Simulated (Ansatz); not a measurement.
Crystal: InP.

```
In P
1.0
     0.00000    2.76883    2.76883
     2.76883    0.00000    2.76883
     2.76883    2.76883    0.00000
In P
1 1
Direct
  0.00000 0.00000 0.00000
  0.50000 0.50000 0.50000
```

Measurements of this composition are mostly on another form, of space group No. 216.

```yaml
Program: Ansatz 0.2.0
Task: relaxation of cell and atoms
Functional: PBEsol0
Potentials_or_basis: Ansatz PAW
Cutoff: "420 eV (not typed: the program's choice for these potentials)"
k_mesh: 4 × 4 × 4
Occupations: fermi-dirac, width 0.05 eV
Spin: no spin polarisation
```

At the start: volume 21.23 Å³/atom.

**Question.** How do energy, volume and symmetry change on relaxing?

**Answer.** It ends after 6 steps and the volume is 20.02 Å³/atom (-5.7 %); space group Fm-3m (No. 225, to 0.05 Å).

Step by step:
```
step  energy change (eV)  largest force (eV/Å)  volume (Å³)
   1              0.0000                0.0000        42.45
   2             -0.0020                0.0000        37.90
   3             -0.0395                0.0000        40.28
   4             -0.0400                0.0000        40.07
   5             -0.0400                0.0000        40.04
   6             -0.0393                0.0000        40.04
```

Final structure:
```
In P
1.0
     0.00000    2.71542    2.71542
     2.71542    0.00000    2.71542
     2.71542    2.71542    0.00000
In P
1 1
Direct
  0.00000 0.00000 0.00000
  0.50000 0.50000 0.50000
```

Caveat: the k mesh is coarse (spacing up to 0.49 Å⁻¹), so the values aren't converged, least of all with exact exchange; the plane-wave basis is chosen anew once the cell has moved, so the energies of steps on either side of that aren't comparable; the PAW data sets come from PBE, with cores solved anew for the run's functional, which leaves a small shift of forces and pressure.
